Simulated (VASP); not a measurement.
# AlN (P6_3mc) in VASP: a series of runs

The runs below take AlN through G0W0 quasiparticle levels, with PBE.

Program: VASP 6.6.1. These are calculated values, not measurements. Logs are shortened: lines on timing, memory, paths and dates and some standing lists are left out, and cuts for length are marked.

### 1 The crystal as given

Symmetry: P6_3mc, No. 186, hexagonal system. The conventional cell has a = 3.113 Å, b = 3.113 Å, c = 4.981 Å, α = 90.00°, β = 90.00°, γ = 120.00°. Al (site symmetry 3m) is surrounded by 4 N at 1.89 Å. N (site symmetry 3m) has 4 Al at 1.89 Å as nearest neighbours.

### 2 G0W0 quasiparticle levels, PBE

POSCAR

```
AlN
1.0
    3.1130000000      0.0000000000      0.0000000000
   -1.5565000000      2.6959370820      0.0000000000
    0.0000000000      0.0000000000      4.9810000000
Al N
2 2
Direct
    0.6666666667      0.3333333333      0.5000000000
    0.3333333333      0.6666666667      0.0000000000
    0.6666666667      0.3333333333      0.8800000000
    0.3333333333      0.6666666667      0.3800000000
```

INCAR.step1

```
SYSTEM = AlN
PREC = Accurate
ENCUT = 450
EDIFF = 1E-8
ISMEAR = 0
SIGMA = 0.01
LREAL = .FALSE.
LASPH = .TRUE.
NELM = 60
ALGO = Normal
LWAVE = .TRUE.
LCHARG = .FALSE.
GGA = PE
```

INCAR.step2

```
SYSTEM = AlN
PREC = Accurate
ENCUT = 450
EDIFF = 1E-8
ISMEAR = 0
SIGMA = 0.01
LREAL = .FALSE.
LASPH = .TRUE.
NELM = 1
ALGO = Exact
LWAVE = .TRUE.
LCHARG = .FALSE.
GGA = PE
NBANDS = 108
LOPTICS = .TRUE.
ISTART = 1
```

INCAR.step3

```
SYSTEM = AlN
PREC = Accurate
ENCUT = 450
EDIFF = 1E-8
ISMEAR = 0
SIGMA = 0.01
LREAL = .FALSE.
LASPH = .TRUE.
ALGO = EVGW0
LWAVE = .FALSE.
LCHARG = .FALSE.
GGA = PE
NELMGW = 1
NBANDS = 108
ENCUTGW = 150
NOMEGA = 48
PRECFOCK = Fast
ISTART = 1
NBANDSGW = 16
```

KPOINTS

```
regular mesh
0
G
  4 4 3
  0 0 0
```

Potentials or basis: VASP PAW PBE potentials, release 64 (Al_GW, N_GW).

Command:

```bash
$ cat potpaw_PBE.64/Al_GW/POTCAR potpaw_PBE.64/N_GW/POTCAR > POTCAR
$ cp INCAR.step1 INCAR
$ mpirun -np 1 vasp_std > vasp.out
$ cp INCAR.step2 INCAR
$ mpirun -np 1 vasp_std > vasp.out
$ cp INCAR.step3 INCAR
$ mpirun -np 1 vasp_std > vasp.out
```

OUTCAR:

```text
SYSTEM = AlN
   PREC = Accurate
   ENCUT = 450
   EDIFF = 1E-8
   ISMEAR = 0
   LREAL = .FALSE.
   LASPH = .TRUE.
   GGA = PE
   NELMGW = 1
   ENCUTGW = 150
   PRECFOCK = Fast
   ISTART = 1

 Found      8 irreducible k-points:

 Following reciprocal coordinates:
            Coordinates               Weight
  0.000000  0.000000  0.000000      1.000000
  0.250000 -0.000000  0.000000      6.000000
  0.500000 -0.000000  0.000000      3.000000
  0.250000  0.250000  0.000000      6.000000
  0.000000  0.000000  0.333333      2.000000
  0.250000 -0.000000  0.333333     12.000000
   k-points           NKPTS =      8   k-points in BZ     NKDIM =     48   number of bands    NBANDS=    108
   number of dos      NEDOS =    301   number of ions     NIONS =      4
   total plane-waves  NPLWV =  20736
   dimension x,y,z NGX =    24 NGY =   24 NGZ =   36
   dimension x,y,z NGXF=    48 NGYF=   48 NGZF=   72
   ions per type =               2   2
   NGX,Y,Z   is equivalent  to a cutoff of  12.82, 12.82, 12.02 a.u.
   NGXF,Y,Z  is equivalent  to a cutoff of  25.63, 25.63, 24.03 a.u.
 SYSTEM =  AlN
   PREC   = accura    normal or accurate (medium, high low for compatibility)
   ISTART =      1    job   : 0-new  1-cont  2-samecut
   ICHARG =      0    charge: 1-file 2-atom 10-const
   ISPIN  =      1    spin polarized calculation?
   LNONCOLLINEAR =      F non collinear calculations
   LSORBIT =      F    spin-orbit coupling
   LASPH  =      T    aspherical Exc in radial PAW
   ENCUT  =  450.0 eV  33.07 Ry    5.75 a.u.   5.38  5.38  8.62*2*pi/ulx,y,z
   NELM   =     60;   NELMIN=  2; NELMDL=  0     # of ELM steps
   EDIFF  = 0.1E-07   stopping-criterion for ELM
   LREAL  =      F    real-space projection
   EDIFFG = 0.1E-06   stopping-criterion for IOM
   NSW    =      0    number of steps for IOM
   IBRION =     -1    ionic relax: 0-MD 1-quasi-New 2-CG
   NFREE  =      0    steps in history (QN), initial steepest desc. (CG)
   ISIF   =      0    stress and relaxation
   ISYM   =      3    0-nonsym 1-usesym 2-fastsym
   POTIM  = 0.5000    time-step for ionic-motion
   TEBEG  =    0.0;   TEEND  =   0.0 temperature during run
   PSTRESS=    0.0 pullay stress
   NELECT =      16.0000    total number of electrons
   NUPDOWN=      -1.0000    fix difference up-down
   EMIN   =  10.00;   EMAX   =-10.00  energy-range for DOS
   EFERMI =   0.00;   METHOD = LEGACY
   ISMEAR =     0;   SIGMA  =   0.01  broadening in eV -4-tet -1-fermi 0-gaus
   EFERMI_NEDOS =   21; number of points for ismear=-14 and -15
   IALGO  =     38    algorithm
   IMIX   =      4    mixing-type and parameters
     AMIX     =   0.40;   BMIX     =  1.00
     AMIX_MAG =   1.60;   BMIX_MAG =  1.00
  volume/ion in A,a.u.               =      10.45        70.52
  Fermi-wavevector in a.u.,A,eV,Ry     =   1.188629  2.246183 19.222843  1.412839
  Thomas-Fermi vector in A             =   2.324754
   LORBIT       =      0    0 simple, 1 ext, 2 COOP (PROOUT), +10 PAW based schemes
   GGA     = PE    functional components
   LHFCALC =     T    Hartree Fock is set to
   PRECFOCK=fast      Normal, Fast or Accurate (Low or Medium for compatibility)
   ENCUT4O =  -1.0   cutoff for four orbital integrals eV
   NKREDX  =     1    reduce k-point grid by
   NKREDY  =     1    reduce k-point grid by
   NKREDZ  =     1    reduce k-point grid by
   AEXX    =    1.0000 exact exchange contribution
   HFSCREEN=    0.0000 screening length (either q_TF or 0.3 A-1)
   HFSCREENC=   0.0000 screening length for correlation (either q_TF or 0.3 A-1)
   ENCUTFOCK=  -1.0 apply spherical cutoff to Coloumb kernel
   IVDW    =     0    specifies the selected vdW correction
   LEPSILON=     F    determine dielectric tensor
   LRPA    =     F    only Hartree local field effects (RPA)
   LRPAFORCE           =     F    calculate RPA forces
   ENCUTGW             = 150.0    cutoff for response function in eV
   ENCUTGWSOFT         = 120.0    soft cutoff for Coulomb kernel in GW response function in eV
   ENCUTLF             =  -1.0    cutoff for local field effects
   NELMGW              =     1    number of iterations in solving QP/BSE equation
   NELMHF              =     1    number of iterations in the inner HF iteration
   NKREDLFX            =     1    NKREDLFY  =   1   NKREDLFZ  =   1
 non-spin polarized calculation
 Gauss-broadening in eV      SIGMA  =   0.01
  energy-cutoff  :      450.00
  volume of cell :       41.80
 maximum number of plane-waves:       929
 NGX is ok and might be reduce to    24
  NGX = 12; NGY = 12; NGZ = 20
   NGX = 11   NGY = 11   NGZ = 17
 maximum number of plane-waves:       179

 QP shifts <psi_nk| G(iteration)W_0 |psi_nk>: iteration 1
 for sc-GW calculations column KS-energies equals QP-energies in previous step
 and V_xc(KS)=  KS-energies - (<T + V_ion + V_H > + <T+V_H+V_ion>^1  + <V_x>^1)

 k-point   1 :       0.0000    0.0000    0.0000
  band No.  KS-energies  QP-energies   sigma(KS)   V_xc(KS)     V^pw_x(r,r')   Z            occupation Imag(sigma)

      1     -10.0517     -11.4962     -16.8075     -14.7935     -24.7724       0.7173       2.0000       1.2614
      2      -7.9009      -9.2207     -18.1703     -16.3505     -25.8675       0.7253       2.0000       1.0224
      3      -0.8685      -2.0792     -14.3090     -12.6477     -18.5133       0.7288       2.0000       0.2080
      4       4.2844       3.4350     -17.3983     -16.3010     -20.6613       0.7742       2.0000       0.0865
      5       4.2844       3.4350     -17.3983     -16.3010     -20.6613       0.7742       2.0000       0.0865
      6       4.9402       4.1854     -17.7397     -16.7686     -20.8670       0.7773       2.0000       0.0806
[... 8 lines left out ...]
     15      18.2584      19.3469      -9.1271     -10.4987      -4.0010       0.7936       0.0000      -0.1632
     16      18.2584      19.3469      -9.1271     -10.4987      -4.0010       0.7936       0.0000      -0.1632

 k-point   2 :       0.2500   -0.0000    0.0000
  band No.  KS-energies  QP-energies   sigma(KS)   V_xc(KS)     V^pw_x(r,r')   Z            occupation Imag(sigma)

      1      -9.3043     -10.7058     -17.1485     -15.2088     -25.0037       0.7226       2.0000       1.1835
      2      -7.5334      -8.8236     -18.4291     -16.6509     -26.0867       0.7255       2.0000       0.9835
      3       0.0452      -1.1384     -14.6395     -13.0407     -18.5734       0.7403       2.0000       0.1658
      4       1.6879       0.5806     -15.5686     -14.1112     -19.1139       0.7598       2.0000       0.1193
      5       2.6847       1.6986     -16.3202     -15.0358     -19.6830       0.7677       2.0000       0.1027
      6       3.5764       2.6254     -16.8638     -15.6297     -20.2106       0.7706       2.0000       0.0938
[... 8 lines left out ...]
     15      17.2389      18.4384     -10.3574     -11.8950      -5.2159       0.7801       0.0000      -0.1584
     16      18.4032      19.4148      -9.4477     -10.7356      -4.1480       0.7854       0.0000      -0.2068

 k-point   3 :       0.5000   -0.0000    0.0000
  band No.  KS-energies  QP-energies   sigma(KS)   V_xc(KS)     V^pw_x(r,r')   Z            occupation Imag(sigma)

      1      -8.0883      -9.4222     -18.0292     -16.1987     -25.7436       0.7287       2.0000       1.0486
      2      -7.3924      -8.6721     -18.4738     -16.7086     -26.0999       0.7250       2.0000       0.9622
      3      -0.3106      -1.5363     -14.6556     -12.9939     -18.6816       0.7376       2.0000       0.1747
      4       0.9790      -0.1730     -15.4749     -13.9404     -19.2462       0.7507       2.0000       0.1372
      5       1.7794       0.6979     -15.6432     -14.2168     -19.2476       0.7582       2.0000       0.1217
      6       3.0536       2.0369     -16.5805     -15.2545     -20.0245       0.7667       2.0000       0.1000
[... 8 lines left out ...]
     15      17.9676      19.1057     -10.8745     -12.3482      -5.6068       0.7723       0.0000      -0.1876
     16      20.2799      21.1877      -8.9179     -10.1070      -3.0588       0.7635       0.0000      -0.2931

 k-point   4 :       0.2500    0.2500    0.0000
  band No.  KS-energies  QP-energies   sigma(KS)   V_xc(KS)     V^pw_x(r,r')   Z            occupation Imag(sigma)

      1      -8.1838      -9.5138     -17.8792     -16.0417     -25.5922       0.7238       2.0000       1.0532
      2      -7.3110      -8.5871     -18.6150     -16.8667     -26.2559       0.7299       2.0000       0.9592
      3       0.5322      -0.6706     -14.9528     -13.3496     -18.7304       0.7503       2.0000       0.1432
      4       1.0568      -0.0927     -15.3304     -13.8037     -19.0480       0.7529       2.0000       0.1352
      5       1.5915       0.4921     -15.3685     -13.9194     -18.9507       0.7586       2.0000       0.1239
      6       2.2865       1.2427     -15.9647     -14.5978     -19.4158       0.7637       2.0000       0.1100
[... 8 lines left out ...]
     15      17.3157      18.5538     -10.7022     -12.2912      -5.5498       0.7792       0.0000      -0.1658
     16      19.7666      20.8172     -10.1375     -11.5002      -4.3477       0.7709       0.0000      -0.3047

 k-point   5 :       0.0000    0.0000    0.3333
  band No.  KS-energies  QP-energies   sigma(KS)   V_xc(KS)     V^pw_x(r,r')   Z            occupation Imag(sigma)

      1      -9.6366     -11.0582     -16.9795     -15.0033     -24.8779       0.7194       2.0000       1.2185
      2      -8.6034      -9.9650     -17.5610     -15.6804     -25.3203       0.7240       2.0000       1.1013
      3       0.4767      -0.6593     -15.1574     -13.6285     -19.0538       0.7430       2.0000       0.1533
      4       3.2314       2.3425     -16.4253     -15.2718     -19.6411       0.7706       2.0000       0.0957
      5       4.4415       3.6128     -17.4782     -16.4101     -20.7103       0.7758       2.0000       0.0850
      6       4.4415       3.6128     -17.4782     -16.4101     -20.7103       0.7758       2.0000       0.0850
[... 8 lines left out ...]
     15      17.1524      18.1386      -8.8283     -10.0608      -3.9099       0.8002       0.0000      -0.1396
     16      17.1524      18.1386      -8.8283     -10.0608      -3.9099       0.8002       0.0000      -0.1396

 k-point   6 :       0.2500   -0.0000    0.3333
  band No.  KS-energies  QP-energies   sigma(KS)   V_xc(KS)     V^pw_x(r,r')   Z            occupation Imag(sigma)

      1      -8.9399     -10.3179     -17.3408     -15.4331     -25.1425       0.7223       2.0000       1.1400
      2      -8.0738      -9.4020     -17.9284     -16.0983     -25.6254       0.7258       2.0000       1.0397
      3       0.5772      -0.5592     -15.2430     -13.7204     -19.1077       0.7464       2.0000       0.1486
      4       1.6876       0.6291     -15.8330     -14.4378     -19.4158       0.7587       2.0000       0.1207
      5       2.7397       1.7169     -16.0719     -14.7395     -19.4404       0.7676       2.0000       0.1033
      6       3.8308       2.9139     -17.0058     -15.8186     -20.3041       0.7724       2.0000       0.0913
[... 8 lines left out ...]
     15      17.4708      18.4735      -9.1826     -10.4448      -4.1306       0.7944       0.0000      -0.1609
     16      18.3466      19.4001      -9.6211     -10.9654      -4.3008       0.7837       0.0000      -0.2056

 [... further k-points ...]
```

It took 75 s on 1 thread of Intel Xeon Platinum 8488C (Sapphire Rapids), shared host; peak memory 0.33 GiB.

These settings aren't checked as converged: the numbers below hold their error.

Results:

* Band gap on the k mesh, mean-field level: 4.21 eV, direct
* Quasiparticle gap: 5.73 eV
* Least direct quasiparticle gap: 5.73 eV

Caveat: the k mesh is coarse (spacing up to 0.58 Å⁻¹), so the values aren't converged; bands, screening cutoff and mesh are small and nothing is extrapolated, so the quasiparticle values aren't converged.

### 3 G0W0 quasiparticle levels, PBE

POSCAR is that of step 2.

INCAR.step1 is that of step 2.

Edit INCAR.step2 of step 2 so:

```diff
@@ -13,3 +13,3 @@
 GGA = PE
-NBANDS = 108
+NBANDS = 258
 LOPTICS = .TRUE.
```

Edit INCAR.step3 of step 2 so:

```diff
@@ -13,4 +13,4 @@
 NELMGW = 1
-NBANDS = 108
-ENCUTGW = 150
+NBANDS = 258
+ENCUTGW = 100
 NOMEGA = 48
```

KPOINTS is that of step 2.

Potentials or basis: VASP PAW PBE potentials, release 64 (Al_GW, N_GW).

Command:

```bash
$ cat potpaw_PBE.64/Al_GW/POTCAR potpaw_PBE.64/N_GW/POTCAR > POTCAR
$ cp INCAR.step1 INCAR
$ mpirun -np 1 vasp_std > vasp.out
$ cp INCAR.step2 INCAR
$ mpirun -np 1 vasp_std > vasp.out
$ cp INCAR.step3 INCAR
$ mpirun -np 1 vasp_std > vasp.out
```

OUTCAR:

```text
SYSTEM = AlN
   PREC = Accurate
   ENCUT = 450
   EDIFF = 1E-8
   ISMEAR = 0
   LREAL = .FALSE.
   LASPH = .TRUE.
   GGA = PE
   NELMGW = 1
   ENCUTGW = 100
   PRECFOCK = Fast
   ISTART = 1

 Found      8 irreducible k-points:

 Following reciprocal coordinates:
            Coordinates               Weight
  0.000000  0.000000  0.000000      1.000000
  0.250000 -0.000000  0.000000      6.000000
  0.500000 -0.000000  0.000000      3.000000
  0.250000  0.250000  0.000000      6.000000
  0.000000  0.000000  0.333333      2.000000
  0.250000 -0.000000  0.333333     12.000000
   k-points           NKPTS =      8   k-points in BZ     NKDIM =     48   number of bands    NBANDS=    258
   number of dos      NEDOS =    301   number of ions     NIONS =      4
   total plane-waves  NPLWV =  20736
   dimension x,y,z NGX =    24 NGY =   24 NGZ =   36
   dimension x,y,z NGXF=    48 NGYF=   48 NGZF=   72
   ions per type =               2   2
   NGX,Y,Z   is equivalent  to a cutoff of  12.82, 12.82, 12.02 a.u.
   NGXF,Y,Z  is equivalent  to a cutoff of  25.63, 25.63, 24.03 a.u.
 SYSTEM =  AlN
   PREC   = accura    normal or accurate (medium, high low for compatibility)
   ISTART =      1    job   : 0-new  1-cont  2-samecut
[... 33 lines left out ...]
   LHFCALC =     T    Hartree Fock is set to
   PRECFOCK=fast      Normal, Fast or Accurate (Low or Medium for compatibility)
   ENCUT4O =  -1.0   cutoff for four orbital integrals eV
   NKREDX  =     1    reduce k-point grid by
   NKREDY  =     1    reduce k-point grid by
   NKREDZ  =     1    reduce k-point grid by
   AEXX    =    1.0000 exact exchange contribution
   HFSCREEN=    0.0000 screening length (either q_TF or 0.3 A-1)
   HFSCREENC=   0.0000 screening length for correlation (either q_TF or 0.3 A-1)
   ENCUTFOCK=  -1.0 apply spherical cutoff to Coloumb kernel
   IVDW    =     0    specifies the selected vdW correction
   LEPSILON=     F    determine dielectric tensor
   LRPA    =     F    only Hartree local field effects (RPA)
   LRPAFORCE           =     F    calculate RPA forces
   ENCUTGW             = 100.0    cutoff for response function in eV
   ENCUTGWSOFT         =  80.0    soft cutoff for Coulomb kernel in GW response function in eV
   ENCUTLF             =  -1.0    cutoff for local field effects
   NELMGW              =     1    number of iterations in solving QP/BSE equation
   NELMHF              =     1    number of iterations in the inner HF iteration
   NKREDLFX            =     1    NKREDLFY  =   1   NKREDLFZ  =   1
 non-spin polarized calculation
 Gauss-broadening in eV      SIGMA  =   0.01
  energy-cutoff  :      450.00
  volume of cell :       41.80
 maximum number of plane-waves:       929
 NGX is ok and might be reduce to    24
  NGX = 12; NGY = 12; NGZ = 20
   NGX = 11   NGY = 11   NGZ = 17
 maximum number of plane-waves:       104

 QP shifts <psi_nk| G(iteration)W_0 |psi_nk>: iteration 1
 for sc-GW calculations column KS-energies equals QP-energies in previous step
 and V_xc(KS)=  KS-energies - (<T + V_ion + V_H > + <T+V_H+V_ion>^1  + <V_x>^1)

 k-point   1 :       0.0000    0.0000    0.0000
  band No.  KS-energies  QP-energies   sigma(KS)   V_xc(KS)     V^pw_x(r,r')   Z            occupation Imag(sigma)

      1     -10.0517     -11.4748     -16.7705     -14.7935     -24.7724       0.7199       2.0000       1.2196
      2      -7.9009      -9.2044     -18.1501     -16.3505     -25.8675       0.7243       2.0000       0.9555
      3      -0.8685      -2.1132     -14.3508     -12.6477     -18.5133       0.7308       2.0000       0.2124
      4       4.2844       3.4212     -17.4130     -16.3010     -20.6613       0.7763       2.0000       0.1076
      5       4.2844       3.4212     -17.4130     -16.3010     -20.6613       0.7763       2.0000       0.1076
      6       4.9402       4.1725     -17.7534     -16.7686     -20.8670       0.7796       2.0000       0.1036
[... 96 lines left out ...]
      3       0.5772      -0.5910     -15.2808     -13.7204     -19.1077       0.7487       2.0000       0.1582
      4       1.6876       0.5998     -15.8673     -14.4378     -19.4158       0.7610       2.0000       0.1335
      5       2.7397       1.6951     -16.0968     -14.7395     -19.4404       0.7695       2.0000       0.1188
      6       3.8308       2.8982     -17.0228     -15.8186     -20.3041       0.7745       2.0000       0.1109
[... 8 lines left out ...]
     15      17.4708      18.3595      -9.3252     -10.4448      -4.1306       0.7938       0.0000      -0.1477
     16      18.3466      19.2886      -9.7628     -10.9654      -4.3008       0.7834       0.0000      -0.1904

 [... further k-points ...]
```

OUTCAR.step1:

```text
SYSTEM = AlN
   PREC = Accurate
   ENCUT = 450
   EDIFF = 1E-8
   ISMEAR = 0
   LREAL = .FALSE.
   LASPH = .TRUE.
   NELM = 60
[... 201 lines left out ...]
     -0.00000      1.79729      0.00000        -0.000000      0.000000     -0.144408
      1.55650      0.89865      4.38328         0.000000      0.000000      0.144408
     -0.00000      1.79729      1.89278        -0.000000     -0.000000      0.144408
 -----------------------------------------------------------------------------------
    total drift:                               -0.000000      0.000000     -0.000160

  FREE ENERGIE OF THE ION-ELECTRON SYSTEM (eV)
  ---------------------------------------------------
  free  energy   TOTEN  =       -29.7778441890 eV

  energy  without entropy=      -29.7778441890  energy(sigma->0) =      -29.77784419
```

Wall time 2.1 min (1 thread of Intel Xeon Platinum 8488C (Sapphire Rapids), shared host); peak memory 0.35 GiB.

The run converged, but some of its settings lie outside the range that counts as converged, so its numbers aren't taken as properties of the crystal.

Results:

```
Band gap on the k mesh, mean-field level : 4.21 eV, direct
Quasiparticle gap                        : 5.64 eV
Least direct quasiparticle gap           : 5.64 eV
```

Caveat: the k mesh is coarse (spacing up to 0.58 Å⁻¹), so the values aren't converged; bands, screening cutoff and mesh are small and nothing is extrapolated, so the quasiparticle values aren't converged.

(Continued in part 2 of 2.)
